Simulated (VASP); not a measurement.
# H (I4/mmm) in VASP: notebook

The runs below take H through single point, with PBE.

Everything below comes from runs of VASP 6.6.1. Logs are shortened: lines on timing, memory, paths and dates and some standing lists are left out, and cuts for length are marked.

## 1. Starting point

It takes space group I4/mmm (No. 139, tetragonal). The conventional cell has a = 3.383 Å, b = 3.383 Å, c = 4.117 Å, α = 90.00°, β = 90.00°, γ = 90.00°. H (site symmetry 4mm) is surrounded by 1 H at 0.74 Å.

## 2. Single point, PBE

The input, INCAR:

```
SYSTEM = H
PREC = Accurate
ENCUT = 550
EDIFF = 1E-4
ISMEAR = 1
SIGMA = 0.2
LREAL = .False.
LASPH = .True.
NELM = 100
ALGO = Normal
ISIF = 2
LWAVE = .False.
LCHARG = .False.
GGA = PE
NBANDS = 8
ADDGRID = .False.
```

The input, KPOINTS:

```
regular mesh
0
Gamma
  14 14 14
  0 0 0
```

The input, POSCAR:

```
H
1.0
   -1.6915344700      1.6915344700      2.0584739900
    1.6915344700     -1.6915344700      2.0584739900
    1.6915344700      1.6915344700     -2.0584739900
H
2
Direct
    0.0901377100      0.0901377100      0.0000000000
    0.9098622900      0.9098622900      0.0000000000
```

Potentials or basis: VASP PAW PBE potentials, release 64 (H).

Run with:

```console
$ cat potpaw_PBE.64/H/POTCAR > POTCAR
$ mpirun -np 1 vasp_std > vasp.out
```

OUTCAR:

```text
SYSTEM = H
   PREC = Accurate
   ENCUT = 550
   EDIFF = 1E-4
   ISMEAR = 1
   LREAL = .False.
   LASPH = .True.
   NELM = 100
   ISIF = 2
   GGA = PE

 Found    244 irreducible k-points:

 Following reciprocal coordinates:
            Coordinates               Weight
  0.000000  0.000000  0.000000      1.000000
  0.071429 -0.000000  0.000000      8.000000
  0.142857  0.000000  0.000000      8.000000
  0.214286  0.000000 -0.000000      8.000000
  0.285714 -0.000000  0.000000      8.000000
  0.357143 -0.000000  0.000000      8.000000
   k-points           NKPTS =    244   k-points in BZ     NKDIM =    244   number of bands    NBANDS=      8
   number of dos      NEDOS =    301   number of ions     NIONS =      2
   total plane-waves  NPLWV =  13824
   dimension x,y,z NGX =    24 NGY =   24 NGZ =   24
   dimension x,y,z NGXF=    48 NGYF=   48 NGZF=   48
   ions per type =               2
   NGX,Y,Z   is equivalent  to a cutoff of  12.64, 12.64, 12.64 a.u.
   NGXF,Y,Z  is equivalent  to a cutoff of  25.29, 25.29, 25.29 a.u.
 SYSTEM =  H
   PREC   = accura    normal or accurate (medium, high low for compatibility)
   ISTART =      0    job   : 0-new  1-cont  2-samecut
   ICHARG =      2    charge: 1-file 2-atom 10-const
   ISPIN  =      1    spin polarized calculation?
   LNONCOLLINEAR =      F non collinear calculations
   LSORBIT =      F    spin-orbit coupling
   LASPH  =      T    aspherical Exc in radial PAW
   ENCUT  =  550.0 eV  40.42 Ry    6.36 a.u.   6.03  6.03  6.03*2*pi/ulx,y,z
   NELM   =    100;   NELMIN=  2; NELMDL= -5     # of ELM steps
   EDIFF  = 0.1E-03   stopping-criterion for ELM
   LREAL  =      F    real-space projection
   EDIFFG = 0.1E-02   stopping-criterion for IOM
   NSW    =      0    number of steps for IOM
   IBRION =     -1    ionic relax: 0-MD 1-quasi-New 2-CG
   NFREE  =      0    steps in history (QN), initial steepest desc. (CG)
   ISIF   =      2    stress and relaxation
   ISYM   =      2    0-nonsym 1-usesym 2-fastsym
   POTIM  = 0.5000    time-step for ionic-motion
   TEBEG  =    0.0;   TEEND  =   0.0 temperature during run
   PSTRESS=    0.0 pullay stress
   NELECT =       2.0000    total number of electrons
   NUPDOWN=      -1.0000    fix difference up-down
   EMIN   =  10.00;   EMAX   =-10.00  energy-range for DOS
   EFERMI =   0.00;   METHOD = LEGACY
   ISMEAR =     1;   SIGMA  =   0.20  broadening in eV -4-tet -1-fermi 0-gaus
   EFERMI_NEDOS =   21; number of points for ismear=-14 and -15
   IALGO  =     38    algorithm
   IMIX   =      4    mixing-type and parameters
     AMIX     =   0.40;   BMIX     =  1.00
     AMIX_MAG =   1.60;   BMIX_MAG =  1.00
  volume/ion in A,a.u.               =      11.78        79.49
  Fermi-wavevector in a.u.,A,eV,Ry     =   0.719497  1.359653  7.043413  0.517676
  Thomas-Fermi vector in A             =   1.808708
   LORBIT       =      0    0 simple, 1 ext, 2 COOP (PROOUT), +10 PAW based schemes
   GGA     = PE    functional components
   LHFCALC =     F    Hartree Fock is set to
   AEXX    =    0.0000 exact exchange contribution
   IVDW    =     0    specifies the selected vdW correction
   LEPSILON=     F    determine dielectric tensor
   LRPA    =     F    only Hartree local field effects (RPA)
 non-spin polarized calculation
 Methfessel and Paxton  Order N= 1 SIGMA  =   0.20
  energy-cutoff  :      550.00
  volume of cell :       23.56
 maximum number of plane-waves:       720
   NGX = 11   NGY = 11   NGZ = 11

 number of electron       2.0000000 magnetization

 Free energy of the ion-electron system (eV)
  ---------------------------------------------------
  ext. energy  EPLUGINS =         0.00000000
  ---------------------------------------------------
  free energy    TOTEN  =        -6.78161778 eV

  energy without entropy =       -6.78280612  energy(sigma->0) =       -6.78201390

 E-fermi :  -8.1282     XC(G=0):  -5.3487

 val. band max:       -8.1594160338   @ k =   0.5000   0.5000   0.5000
 cond. band min:       0.7759927984   @ k =   0.5000  -0.0000   0.0000
 fundamental gap:      8.9354088322
 Fermi energy:        -8.1281981562

 k-point     1 :       0.0000    0.0000    0.0000
  band No.  band energies     occupation
      1     -10.5242      2.00000
      2       5.4378      0.00000
      3       8.9318      0.00000
      4      15.3802      0.00000
      5      15.3803      0.00000
      6      17.4546      0.00000
      7      17.4547      0.00000
      8      18.9737      0.00000

 k-point     2 :       0.0714   -0.0000    0.0000
  band No.  band energies     occupation
      1     -10.4624      2.00000
      2       5.1358      0.00000
      3       9.0632      0.00000
      4      14.7079      0.00000
      5      14.9106      0.00000
      6      17.4915      0.00000
      7      17.9168      0.00000
      8      18.5863      0.00000

 k-point     3 :       0.1429    0.0000    0.0000
  band No.  band energies     occupation
      1     -10.2825      2.00000
      2       4.3872      0.00000
      3       9.3131      0.00000
      4      13.3284      0.00000
      5      14.1257      0.00000
      6      17.9864      0.00000
      7      17.9864      0.00000
      8      18.7256      0.00000

 k-point     4 :       0.2143    0.0000   -0.0000
  band No.  band energies     occupation
      1     -10.0045      2.00000
      2       3.4338      0.00000
      3       9.4770      0.00000
      4      12.0599      0.00000
      5      13.4181      0.00000
      6      17.1463      0.00000
      7      17.9250      0.00000
      8      19.0466      0.00000

 k-point     5 :       0.2857   -0.0000    0.0000
  band No.  band energies     occupation
      1      -9.6656      2.00000
      2       2.4519      0.00000
      3       9.4304      0.00000
      4      11.2009      0.00000
      5      12.8617      0.00000
      6      16.2883      0.00000
      7      17.4048      0.00000
      8      20.0173      0.00000

 k-point     6 :       0.3571   -0.0000    0.0000
  band No.  band energies     occupation
      1      -9.3252      2.00000
      2       1.5903      0.00000
      3       9.1715      0.00000
      4      10.7993      0.00000
      5      12.4695      0.00000
      6      15.6298      0.00000
      7      17.2131      0.00000
      8      19.5467      0.00000

 [... further k-points ...]

------------------------ aborting loop because EDIFF is reached ----------------------------------------

  FORCE on cell =-STRESS in cart. coord.  units (eV):
  Direction    XX          YY          ZZ          XY          YZ          ZX
  --------------------------------------------------------------------------------------
  -------------------------------------------------------------------------------------
  Total        0.0376739      0.0376739      0.2304419      0.0000000      0.0000000      0.0000000
  in kB        2.5620274      2.5620274     15.6712960      0.0000000      0.0000000      0.0000000
  external PRESSURE =       6.9317836 kB  Pullay stress =       0.0000000 kB

 VOLUME and BASIS-vectors are now :
 -----------------------------------------------------------------------------
  energy-cutoff  :      550.00
  volume of cell :       23.56
      direct lattice vectors                 reciprocal lattice vectors
    -1.691534470  1.691534470  2.058473990     0.000000000  0.295589602  0.242898381
     1.691534470 -1.691534470  2.058473990     0.295589602  0.000000000  0.242898381
     1.691534470  1.691534470 -2.058473990     0.295589602  0.295589602  0.000000000

 POSITION                                       TOTAL-FORCE (eV/Angst)
 -----------------------------------------------------------------------------------
      0.00000      0.00000      0.37109        -0.000000     -0.000000      0.261203
      0.00000      0.00000      3.74586         0.000000      0.000000     -0.261203
 -----------------------------------------------------------------------------------
    total drift:                               -0.000000      0.000000     -0.000000

  FREE ENERGIE OF THE ION-ELECTRON SYSTEM (eV)
  ---------------------------------------------------
  free  energy   TOTEN  =        -6.7816177832 eV

  energy  without entropy=       -6.7828061211  energy(sigma->0) =       -6.78201390
```

It took 32 s on 1 thread of Intel Xeon Platinum 8259CL at 2.50GHz (Skylake/Cascade Lake), shared host; peak memory 0.15 GiB.

The run converged, but some of its settings lie outside the range that counts as converged, so its numbers aren't taken as properties of the crystal.

What came out:

```
Free energy            : -6.7816 eV
Pressure               : 0.7 GPa
Largest force          : 0.261 eV/Å
Band gap on the k mesh : 8.94 eV, indirect (least direct gap 9.74 eV)
```

## 3. Single point, PBE

Changes to INCAR since step 2:

```diff
@@ -2,4 +2,4 @@
 PREC = Accurate
-ENCUT = 550
-EDIFF = 1E-4
+ENCUT = 450
+EDIFF = 1E-6
 ISMEAR = 1
```

The input, KPOINTS:

```
regular mesh
0
Gamma
  17 17 17
  0 0 0
```

POSCAR is that of step 2.

Potentials or basis: VASP PAW PBE potentials, release 64 (H).

Run with:

```console
$ cat potpaw_PBE.64/H/POTCAR > POTCAR
$ mpirun -np 1 vasp_std > vasp.out
```

OUTCAR:

```text
SYSTEM = H
   PREC = Accurate
   ENCUT = 450
   EDIFF = 1E-6
   ISMEAR = 1
   LREAL = .False.
   LASPH = .True.
   NELM = 100
   ISIF = 2
   GGA = PE

 Found    405 irreducible k-points:

 Following reciprocal coordinates:
            Coordinates               Weight
  0.000000  0.000000  0.000000      1.000000
  0.058824 -0.000000  0.000000      8.000000
  0.117647 -0.000000  0.000000      8.000000
  0.176471 -0.000000  0.000000      8.000000
  0.235294 -0.000000  0.000000      8.000000
[... 143 lines left out ...]

------------------------ aborting loop because EDIFF is reached ----------------------------------------

  FORCE on cell =-STRESS in cart. coord.  units (eV):
  Direction    XX          YY          ZZ          XY          YZ          ZX
  --------------------------------------------------------------------------------------
  -------------------------------------------------------------------------------------
  Total       -0.0135659     -0.0135659      0.1756858      0.0000000      0.0000000      0.0000000
  in kB       -0.9225521     -0.9225521     11.9475864      0.0000000      0.0000000      0.0000000
  external PRESSURE =       3.3674940 kB  Pullay stress =       0.0000000 kB

 VOLUME and BASIS-vectors are now :
 -----------------------------------------------------------------------------
  energy-cutoff  :      450.00
  volume of cell :       23.56
      direct lattice vectors                 reciprocal lattice vectors
    -1.691534470  1.691534470  2.058473990     0.000000000  0.295589602  0.242898381
     1.691534470 -1.691534470  2.058473990     0.295589602  0.000000000  0.242898381
     1.691534470  1.691534470 -2.058473990     0.295589602  0.295589602  0.000000000

 POSITION                                       TOTAL-FORCE (eV/Angst)
 -----------------------------------------------------------------------------------
      0.00000      0.00000      0.37109         0.000000      0.000000      0.276344
      0.00000      0.00000      3.74586        -0.000000     -0.000000     -0.276344
 -----------------------------------------------------------------------------------
    total drift:                               -0.000000      0.000000      0.000000

  FREE ENERGIE OF THE ION-ELECTRON SYSTEM (eV)
  ---------------------------------------------------
  free  energy   TOTEN  =        -6.7760701238 eV

  energy  without entropy=       -6.7772492558  energy(sigma->0) =       -6.77646317
```

stdout:

```text
POSCAR found type information on POSCAR H
 POSCAR found :  1 types and       2 ions
 scaLAPACK will be used
 LDA part: xc-table for (Slater+PW92), standard interpolation
 POSCAR, INCAR and KPOINTS ok, starting setup
 FFT: planning ... GRIDC
 FFT: planning ... GRID_SOFT
 FFT: planning ... GRID
 WAVECAR not read
 entering main loop
```

It took 42 s on 1 thread of Intel Xeon Platinum 8259CL at 2.50GHz (Skylake/Cascade Lake), shared host; peak memory 0.16 GiB.

These settings aren't checked as converged: the numbers below hold their error.

What came out:

```
Free energy            : -6.7761 eV
Pressure               : 0.3 GPa
Largest force          : 0.276 eV/Å
Band gap on the k mesh : 8.98 eV, indirect (least direct gap 9.78 eV)
```

Caveat: an odd mesh through Γ misses points on the zone boundary, where band edges often lie.

## 4. For comparison

An earlier run on the cell as given: functional PBE; potentials or basis VASP PAW PBE potentials, release 64 (H); cutoff 520 eV; k mesh 11 × 11 × 11; occupations fermi-dirac, width 0.05 eV; no spin polarisation.

- Pressure: 0.6 GPa
- Largest force: 0.264 eV/Å
- Band gap on the k mesh: 9.05 eV, indirect (least direct gap 9.84 eV)
